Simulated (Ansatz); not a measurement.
## F-SiSi-F chair monolayer in a perpendicular field: atoms held, field 0

Ansatz 0.2.0; plane-wave DFT, PBE-D3(BJ), Ansatz PAW (set soft_1); PAW set soft_1.

A sawtooth potential applies the field, turning back in the middle of the vacuum. With the dipole correction the typed value is the field outside the slab. The induced dipole is small, so the SCF threshold is tight.

File input.yaml:

```yaml
crystal:
  lattice:
    - [3.9394025083, 0.0, 0.0]
    - [-1.9697012542, 3.4116226479, 0.0]
    - [0.0, 0.0, 21.9621002778]
  atoms:
    - { symbol: F, position: [0.6666666667, 0.3333333333, 0.4097968722] }
    - { symbol: Si, position: [0.6666666667, 0.3333333333, 0.4838911998] }
    - { symbol: Si, position: [0.3333333333, 0.6666666667, 0.5161088002] }
    - { symbol: F, position: [0.3333333333, 0.6666666667, 0.5902031278] }
kpoints:
  mp_grid: { grid: [18, 18, 1] }
  band_path:
    path: [[0, 0, 0], [0.5, 0, 0], [0.33333333, 0.33333333, 0], [0, 0, 0]]
    npoints: 16
hamiltonian:
  xc: pbe
  dispersion: d3bj
  pseudopotentials: { kind: paw, azcp: { folder: soft_1 } }
scf:
  occupations: { method: fermi_dirac, width: 0.02585 }
  convergence: { dr2_threshold: 1.0e-10 }
efield:
  axis: 3
  dipole_correction: true
  ramp_position: 0.97
  ramp_width: 0.06
  amplitude: 0
output:
  dos: { projected: true, e_range: [-6, 5] }
  write_potential: true
  write_density: true
  volumetric_format: npy
  elf: true
```

Started as:

```
> ansatz run input.yaml --threads 2 --pin off --max-ram 3072MiB --backend cpu --events-out ev --progress --plain --runs-dir out
```

Q: Predict the electron's electrostatic potential energy less the Fermi level against z.

The 22 valence electrons fill 11 bands exactly, which allows a gap.

Electrostatic potential energy in the ca plane at fractional y = 0.333, with atoms of F and Si within 0.2 Å of it. With pseudopotentials it is smooth inside the atoms' cores, unlike the true potential.

Valence density in the ca plane at fractional y = 0.333, with atoms of F and Si within 0.2 Å of it. It is the smooth field of the valence electrons, not physical close to the nuclei.

Numbers from this step:

```yaml
dipole_along_the_normal: 8.51e-8 e·Å
gap_along_the_path: 0.6523 eV
smallest_direct_gap_along_the_path: 0.6523 eV
ionisation_energy_upper_face: 6.431 eV
electron_affinity_upper_face: 5.779 eV
gap_the_smaller_of_path_and_mesh: 0.6523 eV
```

Running mean over a fixed 2.8 Å (it still follows the layers) of the planar mean; the ramp of the sawtooth is left out. The electron's electrostatic potential energy less the Fermi level by z:

```csv
z (Å),electron's electrostatic potential energy less the Fermi level (eV)
2.93,6.09
3.37,6.09
3.81,6.09
4.25,6.09
4.69,6.09
5.12,6.09
5.56,6.09
6.00,6.09
6.44,6.08
6.88,6.04
7.32,5.67
7.76,4.81
8.20,3.94
8.64,2.97
9.08,1.24
9.52,-1.01
9.96,-3.26
10.40,-4.44
10.83,-4.74
11.13,-4.74
11.57,-4.44
12.01,-3.26
12.45,-1.01
12.88,1.24
13.32,2.97
13.76,3.94
14.20,4.81
14.64,5.67
15.08,6.04
15.52,6.08
15.96,6.09
16.40,6.09
16.84,6.09
17.28,6.09
17.72,6.09
18.16,6.09
18.59,6.09
19.03,6.09
```

The density of states has structure finer than the step of the table below, so its rows give means over 0.25 eV, whole bins alone (the curve runs from -6 to 2.3 eV). Peaks (eV: height): -5.720: 11.6, -5.530: 10.3, -5.420: 20.6, -4.260: 2.90.

Density of states against energy, zero at the Fermi level of the run, which the smearing sets inside the gap; means over each step:

```csv
energy (eV),density of states (states/eV a cell)
-5.75,6.40
-5.50,10.1
-5.25,4.92
-5.00,3.36
-4.75,0.706
-4.50,0.395
-4.25,1.91
-4.00,1.17
-3.75,0.811
-3.50,0.629
-3.25,0.516
-3.00,0.419
-2.75,0.944
-2.50,1.01
-2.25,1.04
-2.00,1.08
-1.75,1.22
-1.50,1.67
-1.25,1.07
-1.00,0.788
-0.75,0.626
-0.50,0.482
-0.25,0.0383
0.00,0
0.25,0.0114
0.50,0.214
0.75,0.391
1.00,0.545
1.25,0.728
1.50,1.75
1.75,0.927
2.00,0.761
```

Projected DOS per atom over height of the atomic layer and energy from the Fermi level. Layers: F Si Si F from below.

Values in states/eV, 22 rows by 4 columns, each cell a mean:
```
0.03 0.27 0.27 0.03
0.04 0.44 0.44 0.04
0.05 0.47 0.47 0.05
0.03 0.21 0.21 0.03
0.02 0.11 0.11 0.02
0.00 0.01 0.01 0.00
0.00 0.01 0.01 0.00
0.03 0.21 0.21 0.03
0.05 0.31 0.31 0.05
0.10 0.50 0.50 0.10
0.13 0.56 0.56 0.13
0.11 0.41 0.41 0.11
0.13 0.36 0.36 0.13
0.12 0.26 0.26 0.12
0.08 0.15 0.15 0.08
0.14 0.18 0.18 0.14
0.28 0.24 0.24 0.28
0.49 0.29 0.29 0.49
0.20 0.06 0.06 0.20
1.47 0.26 0.26 1.47
3.76 0.27 0.27 3.76
2.13 0.55 0.55 2.12
```
Columns: height of the atomic layer (Å) from 9 to 13.0 (not evenly spaced); rows upwards: energy from the Fermi level (eV) from -5.96 to 2.23.

The electronic bands at the labelled points (eV, zero at the Fermi level of the run, which the smearing sets inside the gap):

```csv
point,band 8,band 9,band 10,band 11,band 12,band 13,band 14,band 15
Γ,-5.37,-5.37,-0.34,-0.34,0.31,3.38,3.38,3.44
halfway,-5.39,-5.27,-2.81,-1.04,1.27,2.63,5.47,6.01
M,-5.42,-5.05,-4.29,-1.47,1.37,3.55,4.31,7.85
halfway,-5.51,-4.91,-4.33,-2.33,2.77,4.00,4.39,6.70
K,-5.57,-4.60,-4.60,-2.86,4.06,4.06,5.83,5.91
halfway,-5.43,-5.21,-3.07,-1.63,1.71,3.66,4.28,6.28
Γ,-5.37,-5.37,-0.34,-0.34,0.31,3.38,3.38,3.44
```

ELF in the ca plane at fractional y = 0.333, with atoms of F and Si within 0.2 Å of it.

Values, 6 rows by 16 columns, each cell a mean:
```
0.00 0.00 0.00 0.00 0.00 0.02 0.37 0.54 0.44 0.82 0.19 0.04 0.01 0.00 0.00 0.00
0.00 0.00 0.00 0.00 0.00 0.05 0.61 0.71 0.41 0.48 0.15 0.00 0.00 0.00 0.00 0.00
0.00 0.00 0.00 0.00 0.00 0.04 0.58 0.74 0.40 0.59 0.17 0.00 0.00 0.00 0.00 0.00
0.00 0.00 0.00 0.00 0.00 0.01 0.25 0.35 0.45 0.84 0.19 0.10 0.03 0.00 0.00 0.00
0.00 0.00 0.00 0.00 0.00 0.00 0.01 0.02 0.33 0.65 0.18 0.33 0.08 0.00 0.00 0.00
0.00 0.00 0.00 0.00 0.00 0.00 0.05 0.06 0.37 0.72 0.17 0.27 0.07 0.00 0.00 0.00
```
Columns run along c (16.0 Å, from fractional 0.08 to 0.81 of the cell), rows up along a (3.9 Å). Atoms in or near the plane, at fractional coordinates: F at (0.41, 0.67), Si at (0.48, 0.67).

Ten even steps from '0' (-35 eV) to '9' (2 eV), each cell a mean:
```
99999999999999999999988666788999999999999999
99999999999999999985465101578999999999999999
99999999999999999940002030168999999999999999
99999999999999999930002041168999999999999999
99999999999999999983255000478999999999999999
99999999999999999999987656788999999999999999
99999999999999999999998888888999999999999999
99999999999999999999999887778999999999999999
99999999999999999999999887778999999999999999
99999999999999999999998888888999999999999999
```
Columns run along c (16.0 Å, from fractional 0.08 to 0.81 of the cell; values clipped at the 3rd and 97th percentile), rows up along a (3.9 Å). Atoms in or near the plane, at fractional coordinates: F at (0.41, 0.67), Si at (0.48, 0.67).

Values in units of 1e0 e/Å³, 6 rows by 16 columns, each cell a mean:
```
0.0 0.0 0.0 0.0 0.0 0.0 0.1 0.6 0.3 0.4 0.1 0.0 0.0 0.0 0.0 0.0
0.0 0.0 0.0 0.0 0.0 0.0 1.1 6.1 0.4 0.3 0.1 0.0 0.0 0.0 0.0 0.0
0.0 0.0 0.0 0.0 0.0 0.0 0.7 3.9 0.4 0.3 0.1 0.0 0.0 0.0 0.0 0.0
0.0 0.0 0.0 0.0 0.0 0.0 0.1 0.2 0.2 0.3 0.1 0.0 0.0 0.0 0.0 0.0
0.0 0.0 0.0 0.0 0.0 0.0 0.0 0.0 0.1 0.2 0.1 0.1 0.0 0.0 0.0 0.0
0.0 0.0 0.0 0.0 0.0 0.0 0.0 0.0 0.1 0.2 0.1 0.1 0.0 0.0 0.0 0.0
```
Columns run along c (16.0 Å, from fractional 0.08 to 0.81 of the cell), rows up along a (3.9 Å). Atoms in or near the plane, at fractional coordinates: F at (0.41, 0.67), Si at (0.48, 0.67).

[Logs are printed without paths, hosts, clocks, repeated set-up lines and the standing remarks that a program may print on its own settings, such as how far it seeks lower states.]

[Hosts, paths, dates, database ids (printed as entryN), source tags and the programs' standing remarks are cut or masked in the printed files.]

[Maps of the electrostatic potential energy from Ansatz leave out the sawtooth potential of an applied field or a dipole correction, so their vacuum need not be flat; planar profiles and work functions include it.]
